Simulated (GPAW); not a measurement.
CdSe in GPAW: convergence with smearing width (eV)

The system is CdSe.

```
CELL_PARAMETERS angstrom
0.00000 3.07027 3.07027
3.07027 0.00000 3.07027
3.07027 3.07027 0.00000
ATOMIC_POSITIONS crystal
Cd 0.00000 0.00000 0.00000
Se 0.25000 0.25000 0.25000
```

Measurements of this composition are mostly on another form, of space group No. 186.

| Quantity | Value |
| --- | --- |
| Program | GPAW 26.7.0 |
| Task | convergence study |
| Functional | LDA |
| Potentials or basis | the program's PAW data sets (release 1.2.1) made for this functional |
| Cutoff | 600 eV |
| Basis | pw |
| k mesh | 8 × 8 × 8 |
| Occupations | marzari-vanderbilt, width 0.5 eV |
| Spin | no spin polarisation |

These are the settings of the first run; the series varies smearing width (eV), with any setting tied to it.

Hardware: 1 thread of Arm Neoverse V1, with other jobs on the host.

```
smearing width (eV)  energy less the tightest run, at zero smearing (meV/atom)  pressure (GPa)  gap on the mesh (eV)  SCF cycles  CPU time (s)  peak memory (GiB)
                0.5                                                      13.73           -3.72                 0.000           9            16               0.16
                0.3                                                       2.62           -3.48                 0.270           9            16               0.16
                0.2                                                       0.97           -3.44                 0.269           9            16               0.16
               0.15                                                       0.53           -3.44                 0.269           9            16               0.16
                0.1                                                       0.17           -3.44                 0.269           9            16               0.16
               0.05                                                       0.02           -3.43                 0.269           9            15               0.16
              0.025                                                       0.01           -3.43                 0.269           9            15               0.16
               0.01                                                       0.00           -3.43                 0.269           9            15               0.16
```

Against the tightest run, the energy stays within 1 meV/atom from 0.2 on; the pressure stays within 0.1 GPa from 0.3 on; the gap on the mesh stays within 0.01 eV from 0.3 on. The tightest run that finished is the yardstick and may itself not be fully converged.

Caveat, for the tightest run too: this smearing can pin the Fermi level at a band edge.
